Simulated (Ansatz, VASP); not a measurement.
KI: VASP beside Ansatz

```xyz
2
Lattice="4.8916 0.0000 0.0000 -2.4458 4.2362 0.0000 0.0000 0.0000 4.4979" Properties=species:S:1:pos:R:3 pbc="T T T"
K     0.0000    0.0000    0.0000
I     2.4458    1.4121    2.2489
```

Alike in both runs: functional PBE; k mesh 6 × 6 × 6; occupations gaussian, width 0.02 eV; no spin polarisation.

Ansatz relaxed the structure, and its values are those at the end. VASP's run is a single point on that final structure, the one shown.

|  | VASP | Ansatz |
| --- | --- | --- |
| version | VASP 6.6.1 | Ansatz 0.2.0 |
| potentials or method | VASP PAW PBE potentials, release 64 (K_sv, I) | scalar-relativistic, plane waves, PAW |
| plane-wave cutoff (eV) | 520 | 420 |
| valence electrons in the cell | 16 | 26 |

|  | VASP | Ansatz | Ansatz less VASP |
| --- | --- | --- | --- |
| gap on the k mesh at the Fermi level (eV) | 3.63 | 3.63 | +0.004 |
| least direct gap on the mesh (eV) | 3.64 | 3.64 | +0.003 |
| pressure (GPa) | 0.0 | 0.0 | -0.02 |

The functional is the same, so the differences come from potentials, cutoffs and numerics. The two sets of potentials don't hold the same shells in valence.

Caveats: spin-orbit coupling is left out, which moves the levels of the heavy elements. PBE gaps usually lie below the measured ones, often by a third to a half. A k mesh can miss the band edges.
